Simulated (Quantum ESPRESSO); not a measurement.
**MoS2: equation of state with LDA**

MoS2:

```
Mo S
1.0
     1.58000    0.91221    6.15000
    -1.58000    0.91221    6.15000
     0.00000   -1.82443    6.15000
Mo S
1 2
Direct
  0.00000 0.00000 0.00000
  0.41700 0.41700 0.41700
  0.25000 0.25000 0.25000
```

Measurements of this composition are mostly on another form, of space group No. 194.

```yaml
Program: Quantum ESPRESSO 7.5
Task: equation of state
Functional: LDA
Potentials_or_basis: GBRV 1.5 LDA
Cutoff: 612 eV
Density_cutoff: 4898 eV
k_mesh: 10 × 10 × 10
Occupations: fermi-dirac, width 0.05 eV
Spin: no spin polarisation
Form_of_the_LDA_correlation: PZ81
Mixing_beta: 0.5
Most_SCF_iterations: 120
SCF_threshold: 6e-10 Ry
```

```yaml
Equilibrium_volume: 17.46 Å³/atom
Bulk_modulus_at_fixed_shape_and_positions: 163 GPa
Pressure_derivative_of_the_bulk_modulus: 4.4
```

Energy against volume, from the lowest point:
```tsv
volume (Å³/atom)	energy (meV/atom)
16.664	19.58
17.019	5.61
17.373	0.00
17.728	1.90
18.083	10.53
18.437	25.20
18.792	45.26
```

All runs of the series together: 21 min on 2 threads of Arm Neoverse V1, on a shared host.

Caveat: the cell was scaled at fixed shape and fractional positions, which overstates the stiffness of a crystal with free parameters, most of all of layers and chains.
